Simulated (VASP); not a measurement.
Write the native input for VASP 6.6.1 that does the following.

- Task: single point
- Functional: r2SCAN
- Dispersion: rVV10
- Potentials or basis: VASP PAW PBE potentials, release 64 (Ge_d, H)
- Cutoff: 400 eV
- k mesh: 1 × 1 × 1
- Occupations: gaussian, width 0.05 eV
- Spin: no spin polarisation
- Further INCAR settings: LREAL = Auto; ALGO = Normal; EDIFF = 1e-06; NBANDS = 384; ISYM = 0

The structure of Ge8H3 lies in POSCAR:

```
Ge8H3                                   
1.0
    8.0016203359      8.0016203359      0.0000000000
   -8.0016203359      8.0016203359      0.0000000000
    0.0000000000      0.0000000000     23.7419000000
  Ge              H             
    48    18
Selective dynamics
Direct
     0.6875835215621836    0.3124163791264033    0.4196392070356922   T   T   T
     0.8108231898332170    0.6820820947238528    0.4200289352946947   T   T   T
     0.0499429827063537    0.9500566063550812    0.4370566090816452   T   T   T
     0.3179178027234850    0.1891767371443711    0.4200288945797808   T   T   T
     0.9665269427654434    0.5352153674863408    0.4556358505441504   T   T   T
     0.2070677990828786    0.7929321243643999    0.4353600073346579   T   T   T
     0.4647847791168023    0.0334733655917220    0.4556358430698034   T   T   T
     0.5360162253613479    0.4639836155896952    0.4558474533715333   T   T   T
     0.8773030570659123    0.3898480387303783    0.3860506534666626   T   T   T
     0.8809203020595119    0.8717586009019073    0.3834689100856240   T   T   T
     0.1282411410534590    0.1190794994176614    0.3834691328659685   T   T   T
     0.3880865164754858    0.3806593035162067    0.3866043925978924   T   T   T
     0.1105172245676677    0.6274754414612359    0.3864353298807104   T   T   T
     0.3725244691390656    0.8894828804269638    0.3864354080028998   T   T   T
     0.6101518280984579    0.1226970628068965    0.3860502114299836   T   T   T
     0.6193406550218823    0.6119133454869458    0.3866044984381328   T   T   T
     0.9980745855395795    0.2520102192232263    0.3288076618751011   T   T   T
     0.0015441623279287    0.7481737238573571    0.3178894511389741   T   T   T
     0.2518261564694769    0.9984560029031435    0.3178895039327233   T   T   T
     0.4984748024646360    0.2499829484560958    0.3184064698604420   T   T   T
     0.2476873046351434    0.5024157830989348    0.3307968458057735   T   T   T
     0.4975843923296950    0.7523128484814656    0.3307969216552258   T   T   T
     0.7479899767037420    0.0019255746071203    0.3288074743163923   T   T   T
     0.7500173595011974    0.5015250595930488    0.3184067094794409   T   T   T
     0.8731402926532282    0.1268600249182108    0.2673235232383847   T   T   T
     0.8758896814764809    0.6247947879326656    0.2596394762351530   T   T   T
     0.1240953690539214    0.8759046673437181    0.2599198379264900   T   T   T
     0.3752051054743236    0.1241103239230090    0.2596394047285674   T   T   T
     0.1272059668955539    0.3745703159846560    0.2679583182188215   T   T   T
     0.3725332694859326    0.6274669688491771    0.2684498489800778   T   T   T
     0.6254297577879478    0.8727940813748757    0.2679582780947173   T   T   T
     0.6227134143417787    0.3772868028456476    0.2602763231069281   T   T   T
     0.7503178925777148    0.2496821222041279    0.2036905482356123   T   T   T
     0.7482976504337434    0.7515489098176048    0.2034483904086451   T   T   T
     0.9966125627714745    0.0033874396071112    0.2039160961717605   T   T   T
     0.2484510017297601    0.2517023794039113    0.2034483639327352   T   T   T
     0.0031952266704378    0.4968075157181162    0.2039725515576785   T   T   T
     0.2510999695914973    0.7489001070555052    0.2034387947878791   T   T   T
     0.5031924531137729    0.9968047393984113    0.2039725230817569   T   T   T
     0.4954119236772491    0.5045881042460232    0.2041311433524022   T   T   T
     0.8750000000000000    0.3750000000000000    0.1448662490999979   F   F   F
     0.8750000000000000    0.8750000000000000    0.1448662490999979   F   F   F
     0.1250000000000000    0.1250000000000000    0.1448662490999979   F   F   F
     0.3750000000000000    0.3750000000000000    0.1448662490999979   F   F   F
     0.1250000000000000    0.6250000000000000    0.1448662490999979   F   F   F
     0.3750000000000000    0.8750000000000000    0.1448662490999979   F   F   F
     0.6250000000000000    0.1250000000000000    0.1448662490999979   F   F   F
     0.6250000000000000    0.6250000000000000    0.1448662490999979   F   F   F
     0.9510221023000014    0.2989778976999986    0.1052990704000010   F   F   F
     0.7989778976999986    0.4510221023000014    0.1052990704000010   F   F   F
     0.9510221023000014    0.7989778976999986    0.1052990704000010   F   F   F
     0.7989778976999986    0.9510221023000014    0.1052990704000010   F   F   F
     0.2010221023000014    0.0489778976999986    0.1052990704000010   F   F   F
     0.0489778976999986    0.2010221023000014    0.1052990704000010   F   F   F
     0.4510221023000014    0.2989778976999986    0.1052990704000010   F   F   F
     0.2989778976999986    0.4510221023000014    0.1052990704000010   F   F   F
     0.2010221023000014    0.5489778976999986    0.1052990704000010   F   F   F
     0.0489778976999986    0.7010221023000014    0.1052990704000010   F   F   F
     0.4510221023000014    0.7989778976999986    0.1052990704000010   F   F   F
     0.2989778976999986    0.9510221023000014    0.1052990704000010   F   F   F
     0.7010221023000014    0.0489778976999986    0.1052990704000010   F   F   F
     0.5489778976999986    0.2010221023000014    0.1052990704000010   F   F   F
     0.7010221023000014    0.5489778976999986    0.1052990704000010   F   F   F
     0.5489778976999986    0.7010221023000014    0.1052990704000010   F   F   F
     0.2348406368963599    0.7651592717282402    0.4980766919192956   T   T   T
     0.0127687732302963    0.9872309739267852    0.4975774223646839   T   T   T
```

The cell was built by a generator and needn't be a form met in nature.

One way to write it, as run:

INCAR

```
SYSTEM = Ge8H3
PREC     = Accurate       ! precision mode
ENCUT    = 400            ! plane-wave cutoff, eV
EDIFF    = 1E-6           ! SCF threshold, eV
ISMEAR   = 0              ! smearing method
SIGMA    = 0.05           ! smearing width, eV
LREAL    = Auto         
LASPH    = .TRUE.         ! aspherical terms in the spheres
NELM     = 80             ! most SCF steps
ALGO     = Normal         ! electronic algorithm
ISIF     = 2              ! what is computed and relaxed
LWAVE    = .FALSE.        ! write WAVECAR
LCHARG   = .FALSE.        ! write CHGCAR
METAGGA  = R2SCAN         ! meta-GGA
LMIXTAU  = .TRUE.       
LUSE_VDW = .TRUE.       
IVDW_NL  = 2            
BPARAM   = 11.95        
CPARAM   = 0.0093       
NBANDS   = 384            ! bands
ISYM     = 0            
LUSENCCL = .FALSE.
```

KPOINTS

```
Automatic mesh
0
G
  1 1 1
  0 0 0
```

Potentials or basis: VASP PAW PBE potentials, release 64 (Ge_d, H).

Command:

```console
$ cat potpaw_PBE.64/Ge_d/POTCAR potpaw_PBE.64/H/POTCAR > POTCAR
$ mpirun -np 1 vasp_gam > vasp.out
```

Results of the run:

```json
{
 "Largest force": "0.328 eV/Å",
 "Band gap on the k mesh": "0.59 eV, direct"
}
```

Caveat: the PAW data sets were made with another functional, which shifts forces and pressure a little.

It took 28 min on 1 × NVIDIA H100 80GB with 1 thread of AMD EPYC 7R13 Processor (Zen 3), with other jobs on the host, peak memory 2.5 GiB.
